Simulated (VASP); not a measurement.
Ag: relaxation of the atoms with PBE

Ag, a slab with vacuum:

```
Ag
1.0
     1.46139    2.53120    0.00000
    -2.92278    0.00000    0.00000
     0.00000    0.00000   29.24909
Ag
4
Direct
  0.00000 0.00000 0.37876
  0.66667 0.33333 0.45959
  0.33333 0.66667 0.54041
  0.00000 0.00000 0.62124
```

The cell was built by a generator and needn't be a form met in nature.

- Program: VASP 6.6.1
- Task: relaxation of the atoms
- Functional: PBE
- Potentials or basis: VASP PAW PBE potentials, release 64 (Ag)
- Cutoff: 520 eV
- k mesh: 13 × 13 × 1
- Occupations: methfessel-paxton, width 0.1 eV
- Spin: no spin polarisation
- Dipole correction: yes
- Further INCAR settings: ALGO = Normal; EDIFF = 1e-06; IBRION = 2; EDIFFG = -0.02; NSW = 90

* Energy gained by relaxing: 0.6 meV/atom
* Ionic steps: 7
* Band gap on the k mesh: none (metal or under the smearing width)

The path:
| step | energy change (eV) | largest force (eV/Å) | pressure (GPa) |
| --- | --- | --- | --- |
| 1 | 0.0000 | 0.0513 | -0.11 |
| 2 | -0.0005 | 0.0504 | -0.13 |
| 3 | -0.0014 | 0.0470 | -0.18 |
| 4 | -0.0015 | 0.0796 | -0.27 |
| 5 | -0.0017 | 0.0460 | -0.23 |
| 6 | -0.0022 | 0.0271 | -0.27 |
| 7 | -0.0024 | 0.0010 | -0.33 |

Final structure:
```cif
data_structure
_symmetry_space_group_name_H-M 'P 1'
_symmetry_Int_Tables_number 1
_cell_length_a 2.9228
_cell_length_b 2.9228
_cell_length_c 29.2491
_cell_angle_alpha 90.000
_cell_angle_beta 90.000
_cell_angle_gamma 120.000
_cell_volume 216.39
loop_
_atom_site_label
_atom_site_type_symbol
_atom_site_fract_x
_atom_site_fract_y
_atom_site_fract_z
_atom_site_occupancy
Ag1 Ag 0.00000 0.00000 0.37760 1
Ag2 Ag 0.66667 0.33333 0.45904 1
Ag3 Ag 0.33333 0.66667 0.54096 1
Ag4 Ag 0.00000 0.00000 0.62240 1
```

Levels at points of the mesh, in eV from the Fermi level:
```
           k point  band 20  band 21  band 22  band 23  band 24  band 25
(0.00, 0.00, 0.00)    -3.14    -3.14    -2.96    -2.96    -0.83     0.40
```

Wall time 2.6 min on 2 MPI ranks on Intel(R) Xeon(R) Platinum 8488C (Sapphire Rapids), on a shared host, peak memory 0.39 GiB a rank.
